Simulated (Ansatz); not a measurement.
# MgB2: changing the pressure

The cell as given:

The structure is hexagonal, space group P6/mmm (No. 191). Conventional cell: a = 3.085 Å, b = 3.085 Å, c = 3.523 Å, α = 90.00°, β = 90.00°, γ = 120.00°. Around Mg (site symmetry 6/mmm) lie 12 B at 2.51 Å. B (site symmetry -6m2) is surrounded by 3 B at 1.78 Å.

Kept alike: task relaxation of cell and atoms; functional PBEsol; k mesh 10 × 10 × 8; occupations fermi-dirac, width 0.05 eV; no spin polarisation. Program: Ansatz, Ansatz PAW, cutoff 420 eV. The mesh is that of the run's cell of 3 atoms. No spin-orbit coupling.

| pressure, P (GPa) | volume (Å³/atom) | first edge of the run's cell (Å) | third edge of the run's cell (Å) |
| --- | --- | --- | --- |
| 0 | 9.471 | 3.069 | 3.483 |
| 2 | 9.348 | 3.059 | 3.460 |
| 5 | 9.170 | 3.044 | 3.428 |
| 10 | 8.909 | 3.022 | 3.380 |
| 20 | 8.471 | 2.982 | 3.299 |

The relaxations keep at least the cell's symmetry (P6/mmm). For a metal such a mesh leaves the last digits unconverged. Runs of this series that gave no sound value for these columns are left out. The runs follow the start's structure, whether or not it is the stable one at these pressures. Ansatz's relaxations hold a Pulay term in the stress (up to 0.2 GPa here). All rows use potentials made for PBE.

The volume falls from 9.471 to 8.471 Å³/atom between 0 and 20 GPa. The volume falls ever more slowly, since the solid stiffens under load. At the pressures aimed at, which the runs meet within some tenths of a GPa, the step from 0 to 5 GPa gives a mean bulk modulus near 155 GPa, the last step 198 GPa. The first edge of the run's cell falls from 3.069 to 2.982 Å between 0 and 20 GPa. The third edge of the run's cell falls from 3.483 to 3.299 Å between 0 and 20 GPa.
